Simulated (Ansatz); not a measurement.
# The valence band of KZnF3 as photoemission sees it, part 3 of 3

What would valence photoemission of KZnF3 look like, and what sets its shape?

Ansatz 0.2.0; DFT, PBE, plane-wave PAW, default files, scalar-relativistic (the session's first sound run).

So far. Step 4 (With PBEsol): At this level the gap is 3.71 eV on the path. Step 6 (Other settings): The gap on the k-mesh moves by 0.00 eV at most against the base run, and the converged energy is the same to the last digits.

## (7) Other settings

This step: DFT, PBE, plane-wave PAW, default files, scalar-relativistic; changed: scf.mixing.algorithm = "msr1", scf.mixing.beta = 0.5, scf.mixing.ndim = 2 (Ansatz 0.2.0).

Some settings are changed to see whether the read-outs move.

Contents of input.yaml:

```yaml
crystal:
  lattice:
    - [4.05, 0.0, 0.0]
    - [0.0, 4.05, 0.0]
    - [0.0, 0.0, 4.05]
  atoms:
    - { symbol: Zn, position: [0.5, 0.5, 0.5] }
    - { symbol: K, position: [0.0, 0.0, 0.0] }
    - { symbol: F, position: [0.5, 0.0, 0.5] }
    - { symbol: F, position: [0.0, 0.5, 0.5] }
    - { symbol: F, position: [0.5, 0.5, 0.0] }
kpoints:
  mp_grid: { grid: [6, 6, 6] }
scf:
  occupations: { method: fermi_dirac, width: 0.02 }
  n_extra_bands: 14
  mixing: { algorithm: msr1, beta: 0.5, ndim: 2 }
hamiltonian:
  xc: pbe
  pseudopotentials: { kind: paw }
output:
  forces: true
  stress: true
  dos:
    projected: true
    de: 0.05
    e_range: [-36, 12]
    nscf_kmesh: { grid: [12, 12, 12] }
```

On the command line:

```sh
$ ansatz run input.yaml --threads 2 --pin off --max-ram 4096MiB --backend cpu --events-out ev --progress --plain --runs-dir out
```

Numbers of over 12 decimals in the logs are rounded to 6 here.

The log of the run:

```text
[...]
Crystal: 5 atoms, lattice volume = 66.430 Å³
Basis set: ecut = 420 eV, 1309 PW (Γ), exchange–correlation on 60×60×60 points (8 copies of the dense FFT grid, shifted against one another)
Bands: 35, of which v1, the nominal top of the filled ones, is band 21 counted from 1 (20 counted from 0)
Symmetry: 48 space group operations
[...]
k-points: 20 of 216
[...]
SCF iter   1: F=—  HF=-7286.256981 eV  |F-HF|=—  |Δ(HF+E_count)|=         —  Δρ=5.63e-4  dr2=6.31e-5  ethr=1.77e-3  ⟨swp⟩=6.0  Hψ=3470  notcnv=0  defer=29
[...]
SCF iter   7: F=-7286.257620 eV  HF=-7286.257620 eV  |F-HF|=4.86e-8  |Δ(HF+E_count)|=   1.05e-7  Δρ=8.05e-6  dr2=7.67e-8  ethr=2.38e-10  ⟨swp⟩=7.7  Hψ=3450  notcnv=0
SCF 1 converged in 7 iterations: F = -7286.257620 eV  dr2 = 7.67e-8
[...]
SCF converged after 7 iterations
Free energy (F): -7286.257620 eV
[...]
Internal energy: -7286.257620 eV  (E = F + TS)
E sigma→0 (E₀):  -7286.257620 eV
Fermi energy:    6.179953 eV
[...]
--- Stress (GPa, compression-positive) ---
        4.553732       0.000000       0.000000
        0.000000       4.553732       0.000000
        0.000000       0.000000       4.553732
  P = ⅓ Tr σ = 4.5537 GPa (45.537 kbar)
--- Band table (eV; the first three rows and the last of 20) ---
  k-point 0: bands = [... 17 lower, 2.1864, 2.3941, 2.3941, 2.3941, 8.0834, 12.9606, 12.9606, 13.6842, ... 10 higher]
  k-point 1: bands = [... 17 lower, 2.2194, 2.3842, 2.4107, 2.4107, 8.6194, 13.1570, 13.1819, 13.9587, ... 10 higher]
  k-point 2: bands = [... 17 lower, 2.2304, 2.4862, 2.4862, 2.5327, 9.8898, 13.0574, 13.6496, 15.0448, ... 10 higher]
  k-point 19: bands = [... 17 lower, 2.7623, 2.7623, 4.2210, 4.2210, 12.7008, 12.7008, 12.7008, 14.5027, ... 10 higher]
```

It took 5.1 s on 2 threads of Intel Xeon Platinum 8488C (Sapphire Rapids), shared host; peak memory 0.42 GiB; 8.2 s of CPU time.

This step gave:

```
Fermi energy      : 6.180 eV
gap on the k-mesh : 3.862 eV
```

Maxima picked by a test of local sharpness, so broad peaks and shoulders can be missing; peaks within 0.45 eV of a curve's cut are left out. Valence peaks, by row:

| photon energy (eV) | binding energy (eV) | height (% of the maximum within 13 eV) | main shell | its share (%) |
| --- | --- | --- | --- | --- |
| 21.2 | 4.133 | 41.96 | F 2p | 83.3 |
| 21.2 | 1.983 | 99.79 | F 2p | 94.96 |
| 21.2 | 1.833 | 100 | F 2p | 95.86 |
| 150 | 27.03 | 4.832 | K 3s | 96.2 |
| 150 | 21.08 | 24.08 | F 2s | 97.22 |
| 150 | 10.53 | 33.23 | K 3p | 97.22 |
| 150 | 5.083 | 36.53 | Zn 3d | 72.8 |
| 150 | 3.933 | 92.75 | Zn 3d | 83.18 |
| 150 | 2.033 | 100 | F 2p | 52.21 |
| 400 | 27.03 | 9.657 | K 3s | 97.21 |
| 400 | 21.08 | 38.31 | F 2s | 97.75 |
| 400 | 10.53 | 51.61 | K 3p | 98.4 |
| 400 | 5.083 | 37.22 | Zn 3d | 84.4 |
| 400 | 3.933 | 100 | Zn 3d | 91.11 |
| 400 | 2.033 | 85.78 | Zn 3d | 65.43 |
| 1487 | 27.03 | 43.18 | K 3s | 98.5 |
| 1487 | 21.08 | 98.85 | F 2s | 98.4 |
| 1487 | 10.53 | 100 | K 3p | 98.88 |
| 1487 | 5.083 | 34.01 | Zn 3d | 84.89 |
| 1487 | 3.933 | 90.62 | Zn 3d | 92.42 |
| 1487 | 2.033 | 73.89 | Zn 3d | 69.83 |
| 5950 | 27.03 | 141.3 | K 3s | 99.19 |
| 5950 | 21.08 | 175.8 | F 2s | 97.78 |
| 5950 | 10.53 | 100 | K 3p | 98.49 |
| 5950 | 5.133 | 17.57 | Zn 3d | 66.53 |
| 5950 | 3.933 | 38.63 | Zn 3d | 88.72 |
| 5950 | 2.033 | 33.95 | Zn 3d | 62.18 |

Spectra as before, but with a recipe of its own (widths, and in some runs the light), which changes peak heights and what is resolved: Gaussian 0.1 eV, Lorentzian 0.2 eV plus 0.03 times the binding energy, unpolarised light, analyser at 54.7°, Fermi edge at 20 K; some photon energies differ too.

Side by side:

| quantity | this run | base run | difference |
| --- | --- | --- | --- |
| gap on the k-mesh (eV) | 3.8623 | 3.8625 | -1.6e-4 |

The gap on the k-mesh moves by 0.00 eV at most against the base run, and the converged energy is the same to the last digits.

## (8) Outcome

* least gap on the mesh and the path: 3.86 eV
* strongest listed peak within 13 eV of the zero, at 1486.7 eV: 10.5 eV binding, mostly K 3p
* strongest listed peak within 13 eV of the zero, at 21.2 eV: 1.9 eV binding, mostly F 2p
* Zn 3d centre of the filled part: -3.36 eV (10.0 states an atom)
* PBE (8.6 s on 2 threads): gap 3.86 eV, highest Al Kα peak within 13 eV at 10.5 eV (K 3p)
* LDA (8.1 s on 2 threads): gap 3.63 eV, highest Al Kα peak within 13 eV at 10.2 eV (K 3p)
* PBEsol (8.8 s on 2 threads): gap 3.71 eV, highest Al Kα peak within 13 eV at 4.0 eV (Zn 3d)
* coarse-dos (2.6 s on 2 threads): gap 3.86 eV on a coarse mesh, an upper bound, highest Al Kα peak within 13 eV at 3.9 eV (Zn 3d)
* other settings (5.3 s on 2 threads): gap 3.86 eV, highest Al Kα peak within 13 eV at 3.9 eV (Zn 3d)
* other settings #2 (5.1 s on 2 threads): gap 3.86 eV, highest Al Kα peak within 13 eV at 10.5 eV (K 3p)

**Reading.** KZnF3 is an insulator or semiconductor at the base level (gap 3.86 eV), and its valence spectrum changes with photon energy as the shells' cross sections do. At 21.2 eV the valence spectrum has its highest listed peaks within 9.05 eV at 1.9 eV (F 2p) and 4.1 eV (F 2p). At 1486.7 eV the valence spectrum has its highest listed peaks within 13 eV at 2.0 eV (Zn 3d), 3.9 eV (Zn 3d), 5.1 eV (Zn 3d) and 10.5 eV (K 3p), and the deeper F 2s line at 21.1 eV is higher still. The shell named is the one with most of the intensity, cross sections included, not always the one with most states there. In the main run, from 1486.7 eV towards hard X-rays the K 3s share grows by 21 points, as its cross section falls more slowly with photon energy than those of the shells it gains on. With LDA, the gap on the path moves from 3.86 to 3.63 eV. With PBEsol, the gap on the path moves from 3.86 to 3.71 eV. With coarser mesh for the DOS, the gap stays within 0.02 eV. At 21.2 eV the area is led by F 2p (92 %), at 5414.7 eV by F 2s (44 %), a shell that the model's window at 21.2 eV leaves out. These are Kohn–Sham levels; self-energy shifts and satellites are missing. Semilocal functionals underbind filled localised shells, so the Zn 3d peak should lie deeper in a measurement, and spin–orbit coupling splits d and f lines of heavy atoms. Each run has its own recipe for the spectra (widths, photon energies, in some runs the light), so peak heights and places can differ between runs for that reason too. Semilocal Kohn–Sham gaps are too small as a rule.

[Logs are printed without paths, hosts, clocks, repeated set-up lines and the standing remarks that a program may print on its own settings, such as how far it seeks lower states.]

[Hosts, paths, dates, database ids (printed as entryN), source tags and the programs' standing remarks are cut or masked in the printed files.]

[Maps of the electrostatic potential energy from Ansatz leave out the sawtooth potential of an applied field or a dipole correction, so their vacuum need not be flat; work functions include it.]

[Peak lists hold at most the 14 tallest peaks of each spectrum; further lines can be left out.]
